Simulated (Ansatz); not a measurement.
## Notes on TiPbO3

```
Pb Ti O
1.0
     3.96509    3.96509    0.00000
     0.00000    3.96509    4.14852
     3.96509    0.00000    4.14852
Pb Ti O
2 2 6
Direct
  0.00000 0.00000 0.00000
  0.50000 0.50000 0.50000
  0.23375 0.26625 0.26625
  0.73375 0.76625 0.76625
  0.45200 0.04800 0.04800
  0.95200 0.54800 0.54800
  0.45200 0.54800 0.04800
  0.95200 0.04800 0.54800
  0.45200 0.04800 0.54800
  0.95200 0.54800 0.04800
```

Level: r2SCAN, with U_eff = 3.5 eV on Ti d (all-electron-ortho-atomic projectors), collinear spin; 500 eV; 5×5×5 Γ-centred mesh; gaussian occupations (width 0.0125 eV); Ansatz 0.2.0, fixed geometry.

The state carries no moments; the state need not be the lowest.

Task: What is the character of the valence top and the conduction bottom?

Result: Within 0.7 eV of the edges, the states project mainly on O p (85 %) below the gap and on Ti d (86 %) above it.

Task: Is there a gap, and of what kind?

Result: The gap is 2.64 eV, indirect or between spins (the least direct gap found is 2.93 eV).

Task: Is the cell too large or too small?

Result: The pressure is -5.3 GPa (compression positive), so with the atoms held at these fractions the cell would first shrink.

Task: What do density and ELF say about some of the short contacts?

Result: Ti–O at 1.81 Å: least valence density 1.06 e/Å³ and ELF 0.28 there. Pb–O at 2.60 Å: least valence density 0.25 e/Å³ and ELF 0.13 there, a closed-shell (ionic or weak) contact. Both are smooth PAW fields, read partly inside the augmentation spheres.

Origin: a database entry at a rescaled volume. Caveats: the input typed no starting moments; no spin-orbit coupling, which can shift this gap by tenths of an eV; the mesh misses a band edge that the path finds.
